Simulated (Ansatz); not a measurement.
# Al in Ansatz: the effect of functional

The system is Al.

```
Al
1.0
     0.00000    2.01122    2.01122
     2.01122    0.00000    2.01122
     2.01122    2.01122    0.00000
Al
1
Direct
  0.00000 0.00000 0.00000
```

The cell isn't the ideal one: volume scaled by 0.98.

Alike in all runs:

```yaml
Program: Ansatz 0.2.0
Task: single point
Potentials_or_basis: Ansatz PAW
k_mesh: 11 × 11 × 11
Occupations: fermi-dirac, width 0.05 eV
Spin: no spin polarisation
```

```csv
functional,cutoff,pressure (GPa)
LDA,420 eV (not typed: the program's choice for these potentials),-2.2
r2SCAN,500 eV (not typed: the program's choice for these potentials),-1.7
PBE,420 eV (not typed: the program's choice for these potentials),?
```

Q: What does the run with functional PBE give?

A: Pressure 1.2 GPa.

Caveats: the PAW data sets come from PBE, with cores solved anew for the run's functional, which leaves a small shift of forces and pressure (some runs).
